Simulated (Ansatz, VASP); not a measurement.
## Two plane-wave programs on Si

```
CELL_PARAMETERS angstrom
0.00000 1.90641 1.90641
1.90641 0.00000 1.90641
1.90641 1.90641 0.00000
ATOMIC_POSITIONS crystal
Si 0.00000 0.00000 0.00000
```

Alike in both runs: functional r2SCAN; k mesh 18 × 18 × 18; occupations gaussian, width 0.1 eV; no spin polarisation.

Ansatz relaxed the structure, and its values are those at the end. VASP's run is a single point on that final structure, the one shown.

|  | VASP | Ansatz |
| --- | --- | --- |
| version | VASP 6.6.1 | Ansatz 0.2.0 |
| potentials or method | VASP PAW PBE potentials, release 64 (Si) | scalar-relativistic, plane waves, PAW |
| plane-wave cutoff (eV) | 520 | 500 |
| valence electrons in the cell | 4 | 4 |

Ansatz gave:

| Item | Value |
| --- | --- |
| gap on the k mesh at the Fermi level (eV) | none |
| pressure (GPa) | 0.0 |

Question: Which values does VASP return?

Answer: gap on the k mesh at the Fermi level (eV): none; pressure (GPa): 0.1.

A gap of «none» marks a metal or a gap that the smearing closes.

Caveats: the PAW data sets were made with another functional, which shifts forces and pressure a little (VASP).
